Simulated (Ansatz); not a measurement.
# A homologous series of junctions, from (CH2)3 chain with direct metal-carbon ends, between Au (111) faces with adatoms

Wanted: G and thermopower along the series, and a fit against length.

Method: DFT PBE, plane waves, PAW; relaxation of a junction, electrodes held but for their tips, in the first sound run; inputs show where later runs differ, in Ansatz 0.2.0.

**1. Starting point**

The cell holds 83 atoms: 74 Au, 3 C and 6 H. Cell: a = 8.825 Å, b = 8.825 Å, c = 27.123 Å, α = 90.0°, β = 90.0°, γ = 60.0°. Electrodes: Au (111) 3x3 face with an adatom; the apex atoms were set 5.843 Å apart; the free molecule is CCC. Regions: lower lead, 37 atoms (37 Au); bridge, 9 atoms (3 C and 6 H); upper lead, 37 atoms (37 Au). The structure is stacked along c, and the current runs across the ab planes.

**2. Relaxation of the scattering region, 83 atoms, molecule alkane C3, direct metal-carbon ends, units 3**

The bridge and the electrodes' tips relax, while 72 atoms stay at the lead's spacing, so that the ends still repeat as a lead.

Contents of input.yaml:

```yaml
crystal:
  lattice:
    - [8.8246926292, 0.0, 0.0]
    - [4.4123463146, 7.6424079975, 0.0]
    - [0.0, 0.0, 27.1226739329]
  atoms:
    - { symbol: Au, position: [0.722222222, 0.722222222, 0.0] }
    - { symbol: Au, position: [0.722222222, 0.055555556, 0.0] }
    - { symbol: Au, position: [0.722222222, 0.388888889, 0.0] }
    - { symbol: Au, position: [0.055555556, 0.722222222, 0.0] }
    - { symbol: Au, position: [0.055555556, 0.055555556, 0.0] }
    - { symbol: Au, position: [0.055555556, 0.388888889, 0.0] }
    - { symbol: Au, position: [0.388888889, 0.722222222, 0.0] }
    - { symbol: Au, position: [0.388888889, 0.055555556, 0.0] }
    - { symbol: Au, position: [0.388888889, 0.388888889, 0.0] }
    - { symbol: Au, position: [0.833333333, 0.833333333, 0.088552372] }
    - { symbol: Au, position: [0.833333333, 0.166666667, 0.088552372] }
    - { symbol: Au, position: [0.833333333, 0.5, 0.088552372] }
    - { symbol: Au, position: [0.166666667, 0.833333333, 0.088552372] }
    - { symbol: Au, position: [0.166666667, 0.166666667, 0.088552372] }
    - { symbol: Au, position: [0.166666667, 0.5, 0.088552372] }
    - { symbol: Au, position: [0.5, 0.833333333, 0.088552372] }
    - { symbol: Au, position: [0.5, 0.166666667, 0.088552372] }
    - { symbol: Au, position: [0.5, 0.5, 0.088552372] }
    - { symbol: Au, position: [0.944444444, 0.944444444, 0.177104745] }
    - { symbol: Au, position: [0.944444444, 0.277777778, 0.177104745] }
    - { symbol: Au, position: [0.944444444, 0.611111111, 0.177104745] }
    - { symbol: Au, position: [0.277777778, 0.944444444, 0.177104745] }
    - { symbol: Au, position: [0.277777778, 0.277777778, 0.177104745] }
    - { symbol: Au, position: [0.277777778, 0.611111111, 0.177104745] }
    - { symbol: Au, position: [0.611111111, 0.944444444, 0.177104745] }
    - { symbol: Au, position: [0.611111111, 0.277777778, 0.177104745] }
    - { symbol: Au, position: [0.611111111, 0.611111111, 0.177104745] }
    - { symbol: Au, position: [0.055555556, 0.055555556, 0.265657117] }
    - { symbol: Au, position: [0.055555556, 0.388888889, 0.265657117] }
    - { symbol: Au, position: [0.055555556, 0.722222222, 0.265657117] }
    - { symbol: Au, position: [0.388888889, 0.055555556, 0.265657117] }
    - { symbol: Au, position: [0.388888889, 0.388888889, 0.265657117] }
    - { symbol: Au, position: [0.388888889, 0.722222222, 0.265657117] }
    - { symbol: Au, position: [0.722222222, 0.055555556, 0.265657117] }
    - { symbol: Au, position: [0.722222222, 0.388888889, 0.265657117] }
    - { symbol: Au, position: [0.722222222, 0.722222222, 0.265657117] }
    - { symbol: Au, position: [0.5, 0.5, 0.348010823] }
    - { symbol: C, position: [0.36520263, 0.500000683, 0.409377111] }
    - { symbol: C, position: [0.46190272, 0.500000529, 0.455723787] }
    - { symbol: C, position: [0.365202602, 0.500000826, 0.502070507] }
    - { symbol: H, position: [0.350723101, 0.383906202, 0.407912328] }
    - { symbol: H, position: [0.234628998, 0.616095532, 0.407912276] }
    - { symbol: H, position: [0.477763326, 0.615463317, 0.455723784] }
    - { symbol: H, position: [0.593225928, 0.384537532, 0.455723825] }
    - { symbol: H, position: [0.35072289, 0.383906432, 0.503535237] }
    - { symbol: H, position: [0.234629094, 0.616095738, 0.503535314] }
    - { symbol: Au, position: [0.5, 0.5, 0.563436805] }
    - { symbol: Au, position: [0.277777778, 0.277777778, 0.645790511] }
    - { symbol: Au, position: [0.277777778, 0.611111111, 0.645790511] }
    - { symbol: Au, position: [0.277777778, 0.944444444, 0.645790511] }
    - { symbol: Au, position: [0.611111111, 0.277777778, 0.645790511] }
    - { symbol: Au, position: [0.611111111, 0.611111111, 0.645790511] }
    - { symbol: Au, position: [0.611111111, 0.944444444, 0.645790511] }
    - { symbol: Au, position: [0.944444444, 0.277777778, 0.645790511] }
    - { symbol: Au, position: [0.944444444, 0.611111111, 0.645790511] }
    - { symbol: Au, position: [0.944444444, 0.944444444, 0.645790511] }
    - { symbol: Au, position: [0.388888889, 0.388888889, 0.734342883] }
    - { symbol: Au, position: [0.388888889, 0.722222222, 0.734342883] }
    - { symbol: Au, position: [0.388888889, 0.055555556, 0.734342883] }
    - { symbol: Au, position: [0.722222222, 0.388888889, 0.734342883] }
    - { symbol: Au, position: [0.722222222, 0.722222222, 0.734342883] }
    - { symbol: Au, position: [0.722222222, 0.055555556, 0.734342883] }
    - { symbol: Au, position: [0.055555556, 0.388888889, 0.734342883] }
    - { symbol: Au, position: [0.055555556, 0.722222222, 0.734342883] }
    - { symbol: Au, position: [0.055555556, 0.055555556, 0.734342883] }
    - { symbol: Au, position: [0.5, 0.5, 0.822895255] }
    - { symbol: Au, position: [0.5, 0.833333333, 0.822895255] }
    - { symbol: Au, position: [0.5, 0.166666667, 0.822895255] }
    - { symbol: Au, position: [0.833333333, 0.5, 0.822895255] }
    - { symbol: Au, position: [0.833333333, 0.833333333, 0.822895255] }
    - { symbol: Au, position: [0.833333333, 0.166666667, 0.822895255] }
    - { symbol: Au, position: [0.166666667, 0.5, 0.822895255] }
    - { symbol: Au, position: [0.166666667, 0.833333333, 0.822895255] }
    - { symbol: Au, position: [0.166666667, 0.166666667, 0.822895255] }
    - { symbol: Au, position: [0.611111111, 0.611111111, 0.911447628] }
    - { symbol: Au, position: [0.611111111, 0.944444444, 0.911447628] }
    - { symbol: Au, position: [0.611111111, 0.277777778, 0.911447628] }
    - { symbol: Au, position: [0.944444444, 0.611111111, 0.911447628] }
    - { symbol: Au, position: [0.944444444, 0.944444444, 0.911447628] }
    - { symbol: Au, position: [0.944444444, 0.277777778, 0.911447628] }
    - { symbol: Au, position: [0.277777778, 0.611111111, 0.911447628] }
    - { symbol: Au, position: [0.277777778, 0.944444444, 0.911447628] }
    - { symbol: Au, position: [0.277777778, 0.277777778, 0.911447628] }
kpoints:
  mp_grid: { grid: [2, 2, 1] }
scf:
  occupations: { method: fermi_dirac, width: 0.1 }
hamiltonian:
  xc: pbe
relax:
  constraints:
    - { sites: [0, 1, 2, 3, 4, 5, 6, 7, 8, 9, 10, 11, 12, 13, 14, 15, 16, 17, 18, 19, 20, 21, 22, 23, 24, 25, 26, 27, 28, 29, 30, 31, 32, 33, 34, 35, 47, 48, 49, 50, 51, 52, 53, 54, 55, 56, 57, 58, 59, 60, 61, 62, 63, 64, 65, 66, 67, 68, 69, 70, 71, 72, 73, 74, 75, 76, 77, 78, 79, 80, 81, 82] }
  f_tol: 0.05
  max_steps: 35
```

Started as:

```bash
$ ansatz run input.yaml --threads 16 --pin off --max-ram 61440MiB --backend cuda --events-out ev --progress --plain --runs-dir out --max-vram 78GiB
```

Numbers of over 12 decimals in the logs are rounded to 6 here.

Output:

```text
Warning: the atoms were moved onto the symmetric positions of the space group found under crystal.symmetry.tolerance 1.0e-5 (fractional; no operation is sought that the atoms, as they stand in a round, miss by more than twice it, and no atom is moved by as much as it), and the run uses the moved positions. Before a round's move an operation carried an atom to 1.52e-5 Å from where it should land, the largest such dist [...]
[...]
SCF 1 converged in 6 iterations: F = -973889.837910 eV  dr2 = 5.72e-5
[...]
relax step   1: F+E_penalty+E_count = -973889.83790971 eV  Δ(F+E_penalty+E_count) = +0.000e0 eV  max|allowed force component| = 8.134e-1 eV/Å  Δτ_max = 0.0000 Å  (6 SCF iters, dr2 threshold 6.25e-5 eV, accepted)
[...]
SCF 2 converged in 5 iterations: F = -973889.925324 eV  dr2 = 2.41e-5
[...]
relax step   2: F+E_penalty+E_count = -973889.92532376 eV  Δ(F+E_penalty+E_count) = -8.741e-2 eV  max|allowed force component| = 2.712e-1 eV/Å  Δτ_max = 0.0903 Å  (5 SCF iters, dr2 threshold 4.13e-5 eV, accepted)
[...]
SCF 3 converged in 5 iterations: F = -973889.938503 eV  dr2 = 3.94e-6
relax step   3: F+E_penalty+E_count = -973889.93850267 eV  Δ(F+E_penalty+E_count) = -1.318e-2 eV  max|allowed force component| = 1.011e-1 eV/Å  Δτ_max = 0.0743 Å  (5 SCF iters, dr2 threshold 4.60e-6 eV, accepted)
[...]
SCF 4 converged in 7 iterations: F = -973889.940613 eV  dr2 = 5.70e-9
relax step   4: F+E_penalty+E_count = -973889.94061329 eV  Δ(F+E_penalty+E_count) = -2.111e-3 eV  max|allowed force component| = 4.426e-2 eV/Å  Δτ_max = 0.0389 Å  (7 SCF iters, accepted)
SCF converged after 7 iterations
[...]
- { symbol: Au, position: [0.277778, 0.944444, 0.177105] }
    - { symbol: Au, position: [0.277778, 0.277778, 0.177105] }
    - { symbol: Au, position: [0.277778, 0.611111, 0.177105] }
    - { symbol: Au, position: [0.611111, 0.944444, 0.177105] }
    - { symbol: Au, position: [0.611111111, 0.277778, 0.177105] }
    - { symbol: Au, position: [0.611111111, 0.611111, 0.177105] }
    - { symbol: Au, position: [0.055556, 0.055556, 0.265657115] }
    - { symbol: Au, position: [0.055556, 0.388888889, 0.265657115] }
    - { symbol: Au, position: [0.055556, 0.722222, 0.265657115] }
    - { symbol: Au, position: [0.3888888885, 0.055556, 0.265657115] }
    - { symbol: Au, position: [0.388889, 0.388888889, 0.265657115] }
    - { symbol: Au, position: [0.388889, 0.722222, 0.265657115] }
    - { symbol: Au, position: [0.722222, 0.055556, 0.265657115] }
    - { symbol: Au, position: [0.722222, 0.388888889, 0.265657115] }
    - { symbol: Au, position: [0.722222, 0.722222, 0.265657115] }
    - { symbol: Au, position: [0.499268, 0.497019, 0.345687] }
    - { symbol: C, position: [0.377912, 0.499496, 0.411566] }
    - { symbol: C, position: [0.484675, 0.5, 0.455723812] }
    - { symbol: C, position: [0.377408, 0.500504, 0.499882] }
    - { symbol: H, position: [0.364012, 0.382474, 0.410554] }
    - { symbol: H, position: [0.247531, 0.617147, 0.410073] }
    - { symbol: H, position: [0.499620, 0.616116, 0.455593] }
    - { symbol: H, position: [0.615737, 0.383884, 0.455855] }
    - { symbol: H, position: [0.364678, 0.382853, 0.501375] }
    - { symbol: H, position: [0.246485, 0.617526, 0.500894] }
    - { symbol: Au, position: [0.496286, 0.502981, 0.565760] }
    - { symbol: Au, position: [0.277778, 0.277778, 0.645790509] }
    - { symbol: Au, position: [0.277778, 0.611111, 0.645790509] }
    - { symbol: Au, position: [0.277778, 0.944444, 0.645790509] }
    - { symbol: Au, position: [0.611111111, 0.277778, 0.645790509] }
    - { symbol: Au, position: [0.611111111, 0.611111, 0.645790509] }
    - { symbol: Au, position: [0.611111, 0.944444, 0.645790509] }
    - { symbol: Au, position: [0.944444, 0.277778, 0.645790509] }
    - { symbol: Au, position: [0.9444444445, 0.611111, 0.645790509] }
    - { symbol: Au, position: [0.9444444445, 0.944444, 0.645790509] }
    - { symbol: Au, position: [0.388889, 0.388888889, 0.734343] }
    - { symbol: Au, position: [0.388889, 0.722222, 0.734343] }
    - { symbol: Au, position: [0.3888888885, 0.055556, 0.734343] }
    - { symbol: Au, position: [0.722222, 0.388888889, 0.734343] }
    - { symbol: Au, position: [0.722222, 0.722222, 0.734343] }
    - { symbol: Au, position: [0.722222, 0.055556, 0.734343] }
    - { symbol: Au, position: [0.055556, 0.388888889, 0.734343] }
    - { symbol: Au, position: [0.055556, 0.722222, 0.734343] }
    - { symbol: Au, position: [0.055556, 0.055556, 0.734343] }
    - { symbol: Au, position: [0.5, 0.5, 0.8228952535] }
    - { symbol: Au, position: [0.500000, 0.833333, 0.8228952535] }
    - { symbol: Au, position: [0.500000, 0.166666667, 0.8228952535] }
    - { symbol: Au, position: [0.833333, 0.5, 0.8228952535] }
    - { symbol: Au, position: [0.833333, 0.833333, 0.8228952535] }
    - { symbol: Au, position: [0.833333, 0.166666667, 0.8228952535] }
    - { symbol: Au, position: [0.166667, 0.5, 0.8228952535] }
    - { symbol: Au, position: [0.166667, 0.833333, 0.8228952535] }
    - { symbol: Au, position: [0.166667, 0.166666667, 0.8228952535] }
    - { symbol: Au, position: [0.611111111, 0.611111, 0.911447626] }
    - { symbol: Au, position: [0.611111, 0.944444, 0.911447626] }
    - { symbol: Au, position: [0.611111111, 0.277778, 0.911447626] }
    - { symbol: Au, position: [0.9444444445, 0.611111, 0.911447626] }
    - { symbol: Au, position: [0.9444444445, 0.944444, 0.911447626] }
    - { symbol: Au, position: [0.944444, 0.277778, 0.911447626] }
    - { symbol: Au, position: [0.277778, 0.611111, 0.911447626] }
    - { symbol: Au, position: [0.277778, 0.944444, 0.911447626] }
    - { symbol: Au, position: [0.277778, 0.277778, 0.911447626] }
```

Elapsed: 5.3 s, on 1 × NVIDIA GB200 with 16 threads of Arm Neoverse V2, shared host; peak memory 1.7 GiB.

The steps of the relaxation:

| step | energy less that of the first step (eV) | largest force component (eV/Å) |
| --- | --- | --- |
| 1 | 0.0000 | 0.8134 |
| 2 | -0.0874 | 0.2712 |
| 3 | -0.1006 | 0.1011 |
| 4 | -0.1027 | 0.0443 |

The atoms that moved most (Å):

| atom | dx | dy | dz | length |
| --- | --- | --- | --- | --- |
| C39 | 0.201 | 0.000 | 0.000 | 0.201 |
| H44 | 0.196 | -0.005 | 0.004 | 0.196 |
| H43 | 0.196 | 0.005 | -0.004 | 0.196 |
| H41 | 0.111 | -0.011 | 0.072 | 0.133 |
| H46 | 0.111 | 0.011 | -0.072 | 0.133 |
| H45 | 0.118 | -0.008 | -0.059 | 0.132 |
| H42 | 0.118 | 0.008 | 0.059 | 0.132 |
| C38 | 0.110 | -0.004 | 0.059 | 0.125 |

Numbers from this step:

* energy at zero smearing: -973889.3110 eV

The largest force component on a free atom ends at 0.044 eV/Å, under the limit of 0.05. The apex atoms end 5.97 Å apart, and their nearest bridge atoms lie at 2.08 Å (Au–C) and 2.08 Å (Au–C).

(Part 1 of 4 ends here.)

[Logs are printed without paths, hosts, clocks, repeated set-up lines and the standing remarks that a program may print on its own settings, such as how far it seeks lower states.]

[Hosts, paths, dates, database ids (printed as entryN), source tags and the programs' standing remarks are cut or masked in the printed files.]
